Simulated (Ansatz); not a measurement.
**SnO2: the gap under strain**

SnO2, Pbcn, a = 4.789 Å, b = 5.824 Å, c = 5.306 Å. This isn't the usual stable structure of the compound. Ansatz: PBE, PAW, 420 eV, Γ-centred 6×6×6 mesh on 12 atoms, Gaussian smearing 0.02 eV; no spin polarisation. Series: uniaxial strain along c, with a, b and atoms relaxed; x is the strain in per cent. The gap is sought over the whole zone.

| x (%) | gap y (eV) |
| --- | --- |
| -2.0 | 1.068 |
| -1.0 | ? |
| 0.0 | 0.988 |
| 1.0 | 0.917 |
| 2.0 | 0.844 |

Fit y = E0 + c1 x + c2 x² to the other rows, give the deformation potential for this strain, and predict the missing gap.

Least squares on the rows shown. y = 0.9849 − 0.05651 x − 0.007364 x². The deformation potential is 100 c1 = -5.65 eV per unit strain. At x = -1.0 the fit asked for gives 1.034 eV. The run gave 1.043 eV, so the fit is 0.009 eV too low, 4 % of the span of the series, against an rms of 0.003 eV on the fitted rows. With a term in x³ added, a fit to the same known rows (none to spare) predicts 1.043 eV, so most of the miss is curvature that the known rows already hold. The records add, with no proof that it causes the miss: this run shares the points of its band edges only with the row at -2.0 %; in the others an edge lies at another point of the zone, so the fit mostly follows another valley.

Semilocal functionals give gaps under the measured ones; changes of the gap mostly carry over better.

Cost: 5 runs of about 23 core-minutes in all, on Intel Xeon Processor @ 2.70GHz (shared hosts).